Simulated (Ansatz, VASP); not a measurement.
# GaSb: VASP beside Ansatz, part 2 of 2

Wanted: the spread between two codes on one cell, functional and k mesh. The cell is taken from a series of runs on this material, whose earlier steps may have relaxed, scaled, displaced or heated it; both programs get it as it stands.

VASP 6.6.1 and Ansatz 0.2.0.

So far: Set-up; Ansatz: zone-centre phonons, LDA.

### 3. VASP: zone-centre phonons, LDA

Level of this step: LDA; plane waves and PAW (Ga_d, Sb) (VASP).

The same cell, functional (in two slightly different forms), mesh and smearing now go to VASP, with its own data sets.

Lines of VASP's logs that name or quote its potential files are left out, and so is its time.

Contents of INCAR:

```
SYSTEM = GaSb
PREC = Accurate
ENCUT = 500
EDIFF = 1E-08
NELM = 120
ISMEAR = 1
SIGMA = 0.2
LREAL = .FALSE.
ALGO = Normal
GGA = CA
NBANDS = 15
LORBIT = 11
LWAVE = .FALSE.
LCHARG = .FALSE.
ISIF = 2
IBRION = 8
LASPH = .TRUE.
GGA_COMPAT = .FALSE.
KPAR = 2
```

Contents of POSCAR:

```
GaSb
1.0
    0.0000000000      3.0546736833      2.9336351522
    3.0546736833      0.0000000000      2.9336351522
    3.0546736833      3.0546736833      0.0000000000
Ga Sb
1 1
Direct
    0.0000000000      0.0000000000      0.0000000000
    0.7500000000      0.7500000000      0.7500000000
```

Contents of KPOINTS:

```
Automatic mesh
0
Gamma
12 12 12
0 0 0
```

The projector-augmented-wave data sets are Ga_d and Sb (LDA family, release 64).

Launch:

```console
mpirun -np 2 vasp_std
```

Numbers of over 12 decimals in the logs are rounded to 6 here.

What it wrote:

```text
[banner, memory and clock lines left out]
running    2 mpi-ranks, on    1 nodes
 distrk:  each k-point on    1 cores,    2 groups
 distr:  one band on    1 cores,    1 groups

 POSCAR found type information on POSCAR GaSb
 POSCAR found :  2 types and       2 ions
 LDA part: xc-table for (Slater(with rela. corr.)+CA(PZ))
 , standard interpolation
 POSCAR, INCAR and KPOINTS ok, starting setup
 FFT: planning ... GRIDC
 FFT: planning ... GRID_SOFT
 FFT: planning ... GRID
 WAVECAR not read
 entering main loop
       N       E                     dE             d eps       ncg     rms          rms(c)
DAV:   1     0.811211449459E+02    0.81121E+02   -0.85777E+03  4962   0.146E+03
DAV:   2    -0.250324871087E+01   -0.83624E+02   -0.80761E+02  5695   0.301E+02
DAV:   3    -0.868192599054E+01   -0.61787E+01   -0.61598E+01  5884   0.679E+01
DAV:   4    -0.879239212779E+01   -0.11047E+00   -0.11045E+00  6136   0.103E+01
DAV:   5    -0.879503790691E+01   -0.26458E-02   -0.26457E-02  6235   0.138E+00    0.348E+00
DAV:   6    -0.870146887556E+01    0.93569E-01   -0.77079E-02  7336   0.454E+00    0.203E+00
DAV:   7    -0.866365552993E+01    0.37813E-01   -0.54947E-02  5534   0.189E+00    0.296E-01
DAV:   8    -0.866343078284E+01    0.22475E-03   -0.49242E-03  6166   0.868E-01    0.103E-01
DAV:   9    -0.866350474093E+01   -0.73958E-04   -0.35313E-04  5804   0.165E-01    0.409E-02
DAV:  10    -0.866349711211E+01    0.76288E-05   -0.17640E-05  6303   0.365E-02    0.143E-02
DAV:  11    -0.866349919620E+01   -0.20841E-05   -0.44244E-06  5732   0.195E-02    0.528E-03
DAV:  12    -0.866349916133E+01    0.34871E-07   -0.22710E-07  6157   0.352E-03    0.124E-03
DAV:  13    -0.866349917019E+01   -0.88635E-08   -0.21689E-08  5995   0.139E-03
   1 F= -.86634992E+01 E0= -.86636675E+01  d E =0.504881E-03
 Linear response reoptimize wavefunctions to high precision
DAV:   1    -0.866349917030E+01   -0.10868E-09   -0.79266E-10  4960   0.365E-04
DAV:   2    -0.866349917030E+01   -0.45475E-11   -0.11082E-10  3628   0.967E-05
 Linear response DOF=           4
 Linear response progress:
  Degree of freedom:   1/  4
       N       E                     dE             d eps       ncg     rms          rms(c)
RMM:   1    -0.168395514971E+00   -0.16840E+00    0.94213E-02 17767   0.854E+00
RMM:   2    -0.166841432366E+00    0.15541E-02   -0.28150E-02 26849   0.138E+00    0.406E-02
RMM:   3    -0.166941721830E+00   -0.10029E-03   -0.33642E-03 27910   0.441E-01    0.272E-02
RMM:   4    -0.166892214800E+00    0.49507E-04   -0.14703E-03 30553   0.209E-01    0.144E-02
RMM:   5    -0.166920732631E+00   -0.28518E-04   -0.63786E-05 29513   0.533E-02    0.455E-03
RMM:   6    -0.166925309910E+00   -0.45773E-05   -0.12215E-05 29864   0.219E-02    0.508E-04
RMM:   7    -0.166917970693E+00    0.73392E-05   -0.30023E-06 29006   0.962E-03    0.637E-04
RMM:   8    -0.166921137259E+00   -0.31666E-05   -0.55068E-07 29355   0.436E-03    0.182E-04
RMM:   9    -0.166922293171E+00   -0.11559E-05   -0.19709E-07 29657   0.205E-03    0.787E-05
RMM:  10    -0.166922859093E+00   -0.56592E-06   -0.64059E-08 29912   0.995E-04    0.265E-05
RMM:  11    -0.166922986343E+00   -0.12725E-06   -0.93267E-09 29924   0.489E-04    0.104E-05
RMM:  12    -0.166923060035E+00   -0.73692E-07    0.32963E-09 29868   0.252E-04    0.536E-06
RMM:  13    -0.166923102151E+00   -0.42116E-07   -0.12265E-08 29884   0.139E-04    0.151E-06
RMM:  14    -0.166923112083E+00   -0.99327E-08   -0.65696E-09 30152   0.832E-05    0.104E-06
 first order change of Fermi-energy   0.10007E-04
 force on displaced ion       1 direction 1 :  -8.635  -0.000  -0.000
 Linear response progress:
  Degree of freedom:   2/  4
       N       E                     dE             d eps       ncg     rms          rms(c)
RMM:   1    -0.168004816588E+00   -0.16800E+00    0.11411E-01 10431   0.863E+00
RMM:   2    -0.166562961914E+00    0.14419E-02   -0.26535E-02 15600   0.135E+00    0.411E-02
RMM:   3    -0.166731596087E+00   -0.16863E-03   -0.40468E-03 16047   0.468E-01    0.261E-02
RMM:   4    -0.166716609376E+00    0.14987E-04   -0.23639E-03 17735   0.238E-01    0.154E-02
RMM:   5    -0.166731380509E+00   -0.14771E-04   -0.79936E-05 17081   0.561E-02    0.522E-03
RMM:   6    -0.166733131976E+00   -0.17515E-05   -0.14281E-05 17093   0.226E-02    0.160E-03
RMM:   7    -0.166716399324E+00    0.16733E-04   -0.36457E-06 16868   0.104E-02    0.642E-04
RMM:   8    -0.166718759370E+00   -0.23600E-05   -0.75474E-07 17193   0.465E-03    0.205E-04
RMM:   9    -0.166719979466E+00   -0.12201E-05   -0.20789E-07 17291   0.218E-03    0.893E-05
RMM:  10    -0.166720460456E+00   -0.48099E-06   -0.41183E-08 17304   0.103E-03    0.355E-05
RMM:  11    -0.166720620489E+00   -0.16003E-06   -0.15112E-08 17505   0.518E-04    0.226E-05
RMM:  12    -0.166720787411E+00   -0.16692E-06   -0.48051E-09 17154   0.263E-04    0.102E-05
RMM:  13    -0.166720877946E+00   -0.90535E-07   -0.17729E-09 17447   0.145E-04    0.224E-06
RMM:  14    -0.166720838221E+00    0.39725E-07   -0.93027E-10 16376   0.844E-05    0.444E-06
RMM:  15    -0.166720861161E+00   -0.22941E-07   -0.13748E-10 17170   0.533E-05    0.181E-06
RMM:  16    -0.166720866758E+00   -0.55966E-08   -0.33100E-10 15797   0.372E-05    0.161E-06
 first order change of Fermi-energy   0.19554E-03
 force on displaced ion       1 direction 3 :   0.000   0.000  -8.563
 Linear response progress:
  Degree of freedom:   3/  4
       N       E                     dE             d eps       ncg     rms          rms(c)
RMM:   1    -0.295809640951E-01   -0.29581E-01   -0.80939E-04 28584   0.144E+00
RMM:   2    -0.265280045657E-01    0.30530E-02   -0.38226E-03 26076   0.413E-01    0.696E-02
RMM:   3    -0.264721744990E-01    0.55830E-04   -0.22626E-04 28938   0.110E-01    0.370E-02
RMM:   4    -0.264989542772E-01   -0.26780E-04   -0.44046E-05 29148   0.464E-02    0.461E-03
RMM:   5    -0.265046520066E-01   -0.56977E-05   -0.62780E-06 30061   0.159E-02    0.294E-03
RMM:   6    -0.264964502321E-01    0.82018E-05   -0.91738E-07 29168   0.521E-03    0.634E-04
RMM:   7    -0.264958601396E-01    0.59009E-06   -0.86209E-08 29990   0.153E-03    0.272E-04
RMM:   8    -0.264957041301E-01    0.15601E-06   -0.13635E-08 28753   0.542E-04    0.754E-05
RMM:   9    -0.264956876082E-01    0.16522E-07   -0.28985E-09 30153   0.203E-04    0.230E-05
RMM:  10    -0.264956721319E-01    0.15476E-07   -0.12039E-09 28394   0.818E-05    0.677E-06
RMM:  11    -0.264956660914E-01    0.60405E-08   -0.62855E-10 29326   0.329E-05    0.403E-06
 first order change of Fermi-energy   0.84699E-04
 force on displaced ion       2 direction 1 :  -8.643   0.000  -0.000
 Linear response progress:
  Degree of freedom:   4/  4
       N       E                     dE             d eps       ncg     rms          rms(c)
RMM:   1    -0.290692678755E-01   -0.29069E-01    0.16568E-03 16754   0.142E+00
RMM:   2    -0.265344107786E-01    0.25349E-02   -0.37960E-03 15348   0.397E-01    0.673E-02
RMM:   3    -0.264467412155E-01    0.87670E-04   -0.23623E-04 16877   0.108E-01    0.358E-02
RMM:   4    -0.264569866561E-01   -0.10245E-04   -0.46298E-05 16950   0.459E-02    0.469E-03
RMM:   5    -0.264621688286E-01   -0.51822E-05   -0.65030E-06 17728   0.162E-02    0.293E-03
RMM:   6    -0.264562810364E-01    0.58878E-05   -0.83544E-07 16990   0.514E-03    0.105E-03
RMM:   7    -0.264547993363E-01    0.14817E-05   -0.79730E-08 17387   0.156E-03    0.349E-04
RMM:   8    -0.264541197254E-01    0.67961E-06   -0.14454E-08 17118   0.555E-04    0.771E-05
RMM:   9    -0.264540604881E-01    0.59237E-07   -0.27355E-09 17305   0.196E-04    0.170E-05
RMM:  10    -0.264540749765E-01   -0.14488E-07   -0.17664E-09 16549   0.820E-05    0.469E-06
RMM:  11    -0.264540749237E-01    0.52789E-10   -0.83757E-10 16949   0.338E-05    0.302E-06
 first order change of Fermi-energy   0.61226E-03
 force on displaced ion       2 direction 3 :   0.000   0.000  -8.564
 Linear response finished
```

Parts of OUTCAR (step 3):

```text
ion  position               nearest neighbor table
   1  0.000  0.000  0.000-   2 2.61   2 2.61   2 2.61   2 2.61
   2  0.750  0.750  0.750-   1 2.61   1 2.61   1 2.61   1 2.61

  LATTYP: Found a body centered tetragonal cell.
 ALAT       =     4.3199609515
 C/A-ratio  =     1.3581766989

 Subroutine GETGRP returns: Found  8 space group operations
 (whereof  8 operations were pure point group operations)

The static configuration has the point symmetry D_2d.

 Found    163 irreducible k-points:

   k-points           NKPTS =    163   k-points in BZ     NKDIM =    163   number of bands    NBANDS=     15

   dimension x,y,z NGX =    32 NGY =   32 NGZ =   32
   dimension x,y,z NGXF=    64 NGYF=   64 NGZF=   64

   ENCUT  =  500.0 eV  36.75 Ry    6.06 a.u.   7.72  7.72  7.88*2*pi/ulx,y,z

   NELECT =      18.0000    total number of electrons

 k-points in reciprocal lattice and weights: Automatic mesh
   0.00000000  0.00000000  0.00000000       0.001
   0.08333333  0.00000000  0.00000000       0.005
   0.16666667  0.00000000  0.00000000       0.005
   0.25000000  0.00000000  0.00000000       0.005
   0.33333333  0.00000000  0.00000000       0.005
   0.41666667  0.00000000  0.00000000       0.005
   0.50000000  0.00000000  0.00000000       0.002
   0.08333333  0.08333333  0.00000000       0.001
   0.16666667  0.08333333  0.00000000       0.005
[...]
-0.33333333  0.16666667  0.50000000       0.002
  -0.25000000  0.25000000  0.50000000       0.001

 average (electrostatic) potential at core
       1 -66.4875       2 -88.2361

  Total        0.0723457      0.0723457      0.6678387      0.0000000      0.0000000      0.0000000
  in kB        2.1171789      2.1171789     19.5441327      0.0000000      0.0000000      0.0000000
  external PRESSURE =       7.9261635 kB  Pullay stress =       0.0000000 kB

  energy-cutoff  :      500.00
  volume of cell :       54.75
      direct lattice vectors                 reciprocal lattice vectors
     0.000000000  3.054673683  2.933635152    -0.163683605  0.163683605  0.170437009
     3.054673683  0.000000000  2.933635152     0.163683605 -0.163683605  0.170437009
     3.054673683  3.054673683  0.000000000     0.163683605  0.163683605 -0.170437009

 POSITION                                       TOTAL-FORCE (eV/Angst)
 -----------------------------------------------------------------------------------
      0.00000      0.00000      0.00000         0.000000      0.000000     -0.000000
      4.58201      4.58201      4.40045        -0.000000     -0.000000      0.000000
 -----------------------------------------------------------------------------------
    total drift:                               -0.000001     -0.000001     -0.000000

 Eigenvectors and eigenvalues of the dynamical matrix
 ----------------------------------------------------

   1 f  =    6.900659 THz    43.358122 2PiTHz  230.181223 cm-1    28.538822 meV
             X         Y         Z           dx          dy          dz
      0.000000  0.000000  0.000000    -0.269620   -0.750291    0.000000
      4.582011  4.582011  4.400453     0.204136    0.568064   -0.000000

   2 f  =    6.900659 THz    43.358122 2PiTHz  230.181223 cm-1    28.538822 meV
             X         Y         Z           dx          dy          dz
      0.000000  0.000000  0.000000     0.750291   -0.269620    0.000000
      4.582011  4.582011  4.400453    -0.568064    0.204136   -0.000000

   3 f  =    6.870787 THz    43.170427 2PiTHz  229.184778 cm-1    28.415278 meV
             X         Y         Z           dx          dy          dz
      0.000000  0.000000  0.000000     0.000000    0.000000    0.797381
      4.582011  4.582011  4.400453    -0.000000   -0.000000   -0.603477

   4 f/i=    0.000315 THz     0.001982 2PiTHz    0.010521 cm-1     0.001304 meV
             X         Y         Z           dx          dy          dz
      0.000000  0.000000  0.000000     0.000000   -0.000000    0.603477
      4.582011  4.582011  4.400453     0.000000   -0.000000    0.797381

   5 f/i=    0.001634 THz     0.010264 2PiTHz    0.054489 cm-1     0.006756 meV
             X         Y         Z           dx          dy          dz
      0.000000  0.000000  0.000000     0.162102   -0.581456   -0.000000
      4.582011  4.582011  4.400453     0.214103   -0.767979   -0.000000

   6 f/i=    0.001634 THz     0.010264 2PiTHz    0.054489 cm-1     0.006756 meV
             X         Y         Z           dx          dy          dz
      0.000000  0.000000  0.000000    -0.581456   -0.162102   -0.000000
      4.582011  4.582011  4.400453    -0.767979   -0.214103   -0.000000

 ELASTIC MODULI CONTR FROM IONIC RELAXATION (kBar)
 Direction    XX          YY          ZZ          XY          YZ          ZX
 --------------------------------------------------------------------------------
 XX           0.0000      0.0000      0.0000      0.0000      0.0000      0.0000
 YY           0.0000      0.0000      0.0000      0.0000      0.0000      0.0000
 ZZ           0.0000      0.0000      0.0000      0.0000      0.0000      0.0000
 XY           0.0000      0.0000      0.0000   -202.5919      0.0000      0.0000
 YZ           0.0000      0.0000      0.0000      0.0000   -203.3259     -0.0000
 ZX           0.0000      0.0000      0.0000      0.0000     -0.0000   -177.7739
 --------------------------------------------------------------------------------
```

### 4. Comparison

Known differences besides the potentials themselves: the two LDA forms differ slightly; the data sets hold 28 valence electrons in Ansatz (on its PAW soft_1 files) and 18 in VASP; the cutoff is 420 eV in Ansatz and 500 eV in VASP; VASP's log shows a relativistic correction to its local exchange, Ansatz's none. Total energies have different zeros and are not compared.

The two programs side by side:

```
                  quantity  Ansatz   VASP  difference
     optical mode 1 (cm⁻¹)   227.2  229.2     -0.86 %
optical mode 2 to 3 (cm⁻¹)   227.9  230.2     -0.99 %
```

Modes are paired by rising frequency, not by their patterns, so a pair may set unlike modes beside each other; they are those without the splitting of longitudinal modes.

### 5. Results

```yaml
r_m_s_difference_of_the_optical_zone_centre_modes_each_program_s_sorted_by_frequency_zone_centre_phonons_lda: 2.2 cm⁻¹
difference_in_optical_mode_2_to_3_zone_centre_phonons_lda: -1.0 %
```

The r.m.s. difference of the optical zone-centre modes, each program's sorted by frequency is 2.2 cm⁻¹ (zone-centre phonons, LDA). The data sets hold unlike numbers of valence electrons (28 in Ansatz and 18 in VASP), so part of the differences comes from the potentials. Among the rows given in per cent, the largest difference of the zone-centre phonons, LDA pair is in optical mode 2 to 3, -1.0 %. Such differences can come from data sets, numerical settings and the points named under the comparisons, not from the functional's error against experiment.

[Lines on the potential files, build, host, timing and source positions are cut from VASP's logs without a mark.]

[Logs are printed without paths, hosts, clocks, repeated set-up lines and the standing remarks that a program may print on its own settings, such as how far it seeks lower states.]

[Hosts, paths, dates, database ids (printed as entryN), source tags and the programs' standing remarks are cut or masked in the printed files.]
